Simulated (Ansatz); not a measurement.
# Moving the strain (εxx = s, εyy = s) in MgS

```
CELL_PARAMETERS angstrom
0.00000 2.83312 2.83312
2.83312 0.00000 2.83312
2.83312 2.83312 0.00000
ATOMIC_POSITIONS crystal
S 0.25000 0.25000 0.25000
Mg 0.00000 0.00000 0.00000
```

The cell comes from a database or a generator and needn't be the stable form of this composition.

Kept alike: task band structure; functional PBEsol; k mesh 7 × 7 × 7; occupations fermi-dirac, width 0.05 eV; no spin polarisation. Program: Ansatz, Ansatz PAW, cutoff 420 eV. The mesh is that of the run's cell of 2 atoms. No spin-orbit coupling.

```tsv
s	band gap (eV)	free energy over the lowest row (meV/atom)
-0.04	-	24.32
-0.02	3.460	4.56
-0.01	3.371	0.49
0	3.283	0.00
0.01	3.170	2.89
0.02	?	?
0.04	2.850	29.93
```

The cell shown is the unstrained one; x, y and z are its Cartesian axes; atoms keep their fractions. A dash stands where a model potential gives no energy or stress, or where a value looked faulty or was in doubt. Gaps are the smaller of the mesh's and the band path's. All rows use potentials made for PBE.

**Question.** Fit the rows shown and predict the run at 0.02.

**Answer.** A least-squares parabola through the rows shown is band gap = -23.16 s² - 9.742 s + 3.276 (largest miss 0.0070); at s = 0.02 it gives 3.072 eV. A least-squares cubic through the rows shown is free energy = -33626 s³ + 16956 s² + 123.94 s - 0.006 (largest miss 0.007); at s = 0.02 it gives 8.99 meV/atom. The run gave: band gap 3.061 eV; free energy over the lowest row 8.96 meV/atom.

The gap narrows in every row that gives one, from 3.460 eV under compression to 2.850 eV under the largest tension. In this tetrahedral structure the main cause is probably volume: longer Mg–S bonds weaken the antibonding s interaction at the conduction-band minimum and lower it relative to the sulfur 3p valence band. The fall is also steeper under tension than under compression. This suggests a second effect, since biaxial strain splits the threefold p-like valence-band top and the upper branch narrows the gap for either sign of strain. Such a kink at zero strain is something a parabola can only smooth over, which may be why it overestimates the withheld gap slightly.

The energy is lower at -0.01 than at 0.01, so the in-plane optimum lies slightly on the compressed side of the starting cell. Because the z axis is held at its original length, these slopes don't carry over directly to an epitaxial film, which can relax along its normal.
